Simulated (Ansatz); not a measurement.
## One structure, 3 elements: SiO2, SnO2, PbO2

Plane-wave DFT in Ansatz with scalar-relativistic PAW potentials, cutoff 420 eV, Γ-centred meshes chosen by cell and gap, Gaussian smearing with energies taken to zero width. Every cell was relaxed (cell and atoms) in a run of its own, within the symmetry of its start. Functional: PBE.

All members share space group I4_1/amd and the same sites; only the element on one set of sites changes (Si, Sn, Pb). Members needn't be the stable form of their composition. Energies over the elements, where given, are against the elements' standard states in the same functional (H₂, N₂, O₂ and halogens uncorrected, Hg as a solid). The first member:

Space group I4_1/amd:1 (No. 141). a = 3.527 Å, b = 3.527 Å, c = 8.520 Å, α = 90.00°, β = 90.00°, γ = 90.00°
```csv
atom,site,symmetry,x,y,z
Si,4a,-4m2,0.0000,0.0000,0.0000
O,8e,2mm.,0.0000,0.5000,0.4578
```

| compound | V (Å³/atom) | a (Å) | c (Å) | gap on mesh (eV) | energy over elements (eV/atom) |
| --- | --- | --- | --- | --- | --- |
| SiO2 | 8.83 | 3.527 | 8.520 | 5.80 | -2.543 |
| PbO2 | 16.81 | 4.298 | 10.919 | 0.00 | -0.745 |

Question: Predict the member with Sn.

Answer: V (Å³/atom) 14.18, a (Å) 4.052, c (Å) 10.363, gap on mesh (eV) 1.32, energy over elements (eV/atom) -1.555. Interpolating linearly in period between Si and Pb would give 14.15 Å³/atom (0.2 % too small), with -1.344 eV/atom over the elements. Over the whole series the volume grows at each step down the group; a gap opens only for Si, Sn (gaps under about 0.1 eV aren't resolved; a zero can be real, or an error of the semilocal functional, which closes small gaps); binding against the elements weakens.

Spin-orbit coupling is left out, which matters for the bands of heavy elements. For Tl, Pb and Bi spin-orbit coupling shifts energies too.